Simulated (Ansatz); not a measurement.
What a change of settings does: Ba (beta tin type)

First run: DFT, PBE, PAW with Ansatz's default frozen-core files, scalar-relativistic (Ansatz 0.2.0).

Command: `ansatz run input.yaml --threads 1 --pin off --max-ram 2048MiB --backend cpu --events-out ev --progress --plain --runs-dir out` It took 8.6 s on 1 thread of Arm Neoverse V1, with other jobs on the host, peak memory 0.38 GiB.

```yaml
crystal:
  lattice:
    - [-3.2107109796, 3.2107109796, 1.7591540277]
    - [3.2107109796, -3.2107109796, 1.7591540277]
    - [3.2107109796, 3.2107109796, -1.7591540277]
  atoms:
    - { symbol: Ba, position: [-0.375, -0.125, -0.25] }
    - { symbol: Ba, position: [0.375, 0.125, 0.25] }
kpoints:
  mp_grid: { grid: [10, 10, 10] }
scf:
  occupations: { method: fermi_dirac, width: 0.08 }
hamiltonian:
  xc: pbe
  pseudopotentials: { kind: paw }
output:
  forces: true
  stress: true
  eigenvalues: true
  populations: true
  write_density: true
  write_potential: true
  elf: true
  volumetric_format: npy
```

The cell comes from a relaxation on PAW files under the same functional, begun from a prototype that needn't be the stable phase.

This run: volume at 0.6 of the series' base cell.

It converges in 6 SCF iterations at a pressure of 9.02 GPa, cutoff 420 eV.

A second input differs as follows:

```diff
   occupations: { method: fermi_dirac, width: 0.08 }
+  max_iter: 60
 hamiltonian:
   populations: true
-  write_density: true
-  write_potential: true
-  elf: true
-  volumetric_format: npy
+basis:
+  ecutwfc: "40 Ry/bohr"
```

Q: What is wrong with it, and what does the program do?

A: The change was made to test a mistyped or wrong unit on the cutoff. The run is refused before any iteration. The log ends:
```
Error: YAML parse error: error: line 23 column 12: unknown unit factor `Ry/bohr`
  --> <input>:23:12
   |
21 |   populations: true
22 | basis:
23 |   ecutwfc: "40 Ry/bohr"
   |            ^ unknown unit factor `Ry/bohr`
```
